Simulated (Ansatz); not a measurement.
# P under changes of volume

One of the cells (20.458 Å³/atom); the others are scaled copies at fixed shape and fractional positions:

```xyz
4
Lattice="1.6477 -5.4650 0.0000 1.6477 5.4650 0.0000 0.0000 0.0000 4.5436" Properties=species:S:1:pos:R:3 pbc="T T T"
P     1.6477   -4.4173    2.6754
P     1.6477    4.4173    1.8683
P     1.6477   -1.0477    0.4035
P     1.6477    1.0477    4.1401
```

| Quantity | Value |
| --- | --- |
| Program | Ansatz 0.2.0 |
| Functional | PBE |
| Potentials or basis | all-electron LAPW, scalar-relativistic |
| Cutoff | 247 eV (chosen from the basis error) |
| Basis error allowed | 0.001 eV/atom |
| k mesh | 8 × 8 × 6 |
| Occupations | fermi-dirac, width 0.05 eV |
| Spin | no spin polarisation |

```csv
volume (Å³/atom),energy over the lowest point (meV/atom),pressure (GPa),gap on the mesh (eV),largest force (eV/Å)
19.230,38.64,7.5,0.02,0.909
19.639,22.09,5.5,0.04,0.701
20.049,10.45,3.7,0.07,0.509
20.458,3.24,2.0,0.10,0.335
20.867,0.00,0.5,0.14,0.185
21.276,?,?,?,?
21.685,3.91,-2.0,0.22,0.193
```

What does the run at 21.276 Å³/atom give?

Energy over the lowest point 0.31 meV/atom; pressure -0.8 GPa; gap on the mesh 0.18 eV; largest force 0.114 eV/Å.

Worked out: A Birch-Murnaghan fit of order 3 (a polynomial in V^(-2/3)) to the other rows has its minimum at 21.03 Å³/atom with B0 = V·E''(V) = 69 GPa and B' = 4.4 at fixed shape and positions, which overstates the stiffness. It gives 0.35 meV/atom at 21.276 Å³/atom, against the run's 0.31, and -dE/dV = -0.8 GPa, against -0.8.

Energies are extrapolated to zero smearing.

A mesh can miss the band edges.
